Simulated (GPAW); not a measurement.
Runs of GPAW 26.7.0 on WC (Qusongite). The structure is hexagonal, space group P-6m2 (No. 187). Conventional cell: a = 2.907 Å, b = 2.907 Å, c = 2.837 Å, α = 90.00°, β = 90.00°, γ = 120.00°. Around W (site symmetry -6m2) lie 6 C at 2.20 Å. C (site symmetry -6m2) is surrounded by 6 W at 2.20 Å. 

```csv
level,U,k mesh,cutoff (eV),maxiter,convergence,gap on the mesh (eV),pressure (GPa)
r2SCAN,-,9 × 9 × 8,800,150,-,none,1.1
r2SCAN+U,W d U = 4 eV,9 × 9 × 8,800,150,-,none,5.5
r2SCAN+U,W d U = 5 eV,9 × 9 × 8,800,150,-,none,(b)
r2SCAN+U,W d U = 2 eV,9 × 9 × 8,800,150,-,none,3.2
r2SCAN+U,W d U = 8 eV,9 × 9 × 8,800,150,-,none,11.2
r2SCAN+U,W d U = 6 eV,9 × 9 × 8,800,150,-,none,8.1
PBE+U,W d U = 5.3 eV,8 × 8 × 8,600,120,default,none,11.5
r2SCAN+U,W d U = 1 eV,9 × 9 × 8,800,150,-,none,(c)
r2SCAN+U,W d U = 3 eV,9 × 9 × 8,800,150,-,none,(a)
```

Alike in all rows: task single point; potentials or basis GPAW PAW data sets (gpaw-data 1.2.1), pw; no spin polarisation; cell as given; smearing fermi-dirac 0.05 eV.

**Question.** Estimate the missing entries.

**Answer.** (a) 4.3; (b) 6.7; (c) 2.1.

Caveats: the PAW data sets were made with another functional, which shifts forces and pressure a little (some runs); U without spin polarisation on a metal has little footing (some runs); the U is typed as a test and isn't derived for this compound (some runs); the cutoff is short for stress and forces, so pressures can be off by a GPa or more (some runs).

A k mesh can miss the band edges, and the runs leave out spin-orbit coupling on W.

A gap of «none» marks a metal or a gap under the smearing width.
